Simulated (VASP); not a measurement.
Write the native input for VASP 6.6.1 that does the following.

- Task: single point
- Functional: PBE
- Potentials or basis: VASP PAW PBE potentials, release 64 (Si)
- Cutoff: 520 eV
- k mesh: 12 × 12 × 12
- Occupations: gaussian, width 0.02 eV
- Spin: no spin polarisation
- Dipole correction: no
- Further INCAR settings: ALGO = Fast; EDIFF = 1e-06; NBANDS = 11

The structure of Si lies in POSCAR:

```
Si
1.0
    0.0000000000      2.6681189624      2.6681189624
    2.6681189624      0.0000000000      2.6681189624
    2.6681189624      2.6681189624      0.0000000000
Si
2
Direct
    0.7500000000      0.7500000000      0.7500000000
    0.5000000000      0.5000000000      0.5000000000
```

These files were run (other wordings do the same):

INCAR

```
SYSTEM = Si
  PREC = Accurate
  ENCUT = 520
  EDIFF = 1E-6
  ISMEAR = 0
  SIGMA = 0.02
  LREAL = .False.
  LASPH = .True.
  NELM = 60
  ALGO = Fast
  ISIF = 2
  LWAVE = .False.
  LCHARG = .False.
  GGA = PE
  NBANDS = 11
```

KPOINTS

```
regular mesh
0
Gamma
  12 12 12
  0 0 0
```

Potentials or basis: VASP PAW PBE potentials, release 64 (Si).

Run with:

```console
$ cat potpaw_PBE.64/Si/POTCAR > POTCAR
$ mpirun -np 1 vasp_std > vasp.out
```

Results of the run:

The pressure is 7.6 GPa and the band gap on the k mesh is 0.47 eV, indirect (least direct gap 2.59 eV).

It took 14 s on 1 thread of AMD EPYC 9R45 96-Core Processor (Zen 5), on a shared host, peak memory 0.12 GiB.
